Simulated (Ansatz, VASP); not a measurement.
## One calculation of Si, two programs

POSCAR

```
Si
1.0
    0.0000000000      2.7185000000      2.7185000000
    2.7185000000      0.0000000000      2.7185000000
    2.7185000000      2.7185000000      0.0000000000
Si
2
Direct
    0.5000000000      0.5000000000      0.5000000000
    0.7500000000      0.7500000000      0.7500000000
```

Contents of INCAR.step1:

```
SYSTEM = Si
ALGO     = Normal         ! electronic algorithm
EDIFF    = 1E-4           ! SCF threshold, eV
ENCUT    = 600            ! plane-wave cutoff, eV
GGA      = PE             ! functional
ISMEAR   = 0              ! smearing method
LASPH    = .True.         ! aspherical terms in the spheres
LCHARG   = .False.        ! write CHGCAR
LREAL    = .False.        ! projectors in reciprocal space
LWAVE    = .True.         ! write WAVECAR
NELM     = 60             ! most SCF steps
PREC     = Accurate       ! precision mode
SIGMA    = 0.02           ! smearing width, eV
```

INCAR.step2

```
SYSTEM = Si
ALGO     = Normal         ! electronic algorithm
EDIFF    = 1E-6           ! SCF threshold, eV
EDIFFG   = -0.002         ! ionic threshold
ENCUT    = 600            ! plane-wave cutoff, eV
IBRION   = 2              ! ionic algorithm
ISIF     = 3              ! what is computed and relaxed
ISMEAR   = 0              ! smearing method
ISTART   = 1            
LASPH    = .True.         ! aspherical terms in the spheres
LCHARG   = .False.        ! write CHGCAR
LMIXTAU  = .True.       
LREAL    = .False.        ! projectors in reciprocal space
LWAVE    = .False.        ! write WAVECAR
METAGGA  = R2SCAN         ! meta-GGA
NELM     = 60             ! most SCF steps
NSW      = 100            ! ionic steps
PREC     = Accurate       ! precision mode
SIGMA    = 0.02           ! smearing width, eV
```

Contents of KPOINTS:

```
k-points
0
Gamma
  8 8 8
  0 0 0
```

Input for Ansatz:

```yaml
crystal:
  lattice:
    - [0.0, 2.7185, 2.7185]
    - [2.7185, 0.0, 2.7185]
    - [2.7185, 2.7185, 0.0]
  atoms:
    - { symbol: Si, position: [0.5, 0.5, 0.5] }
    - { symbol: Si, position: [0.75, 0.75, 0.75] }
basis:
  ecutwfc: 500
kpoints:
  mp_grid: { grid: [8, 8, 8] }
hamiltonian:
  xc: r2scan
  pseudopotentials: { kind: paw, azcp: { folder: soft_1 } }
scf:
  occupations: { method: gaussian, width: 0.02 }
output:
  forces: true
  stress: true
  eigenvalues: true
  write_density: true
  write_potential: true
  elf: true
  volumetric_format: npy
relax:
  adjacent_minimum: "off"
  f_tol: 0.002
  max_steps: 80
  cell: { stress_tol: 0.02 }
```

Alike in both runs: task relaxation of cell and atoms; functional r2SCAN; k mesh 8 × 8 × 8; occupations gaussian, width 0.02 eV; no spin polarisation.

|  | VASP | Ansatz |
| --- | --- | --- |
| version | VASP 6.6.1 | Ansatz 0.2.0 |
| potentials or method | VASP PAW PBE potentials, release 64 (Si) | scalar-relativistic, plane waves, PAW |
| plane-wave cutoff (eV) | 600 | 500 |
| valence electrons in the cell | 8 | 8 |

```tsv
	VASP	Ansatz	Ansatz less VASP
gap on the k mesh at the Fermi level, each at its own relaxed structure (eV)	0.82	0.81	-0.010
relaxed volume (Å³/atom)	20.12	20.17	+0.046
relaxed cell length with the largest relative difference (Å)	3.847	3.850	+0.0030
```

Caveats: the PAW data sets were made with another functional, which shifts forces and pressure a little (VASP). A k mesh can miss the band edges. r2SCAN opens gaps a little over a GGA but as a rule still falls short of measured ones.
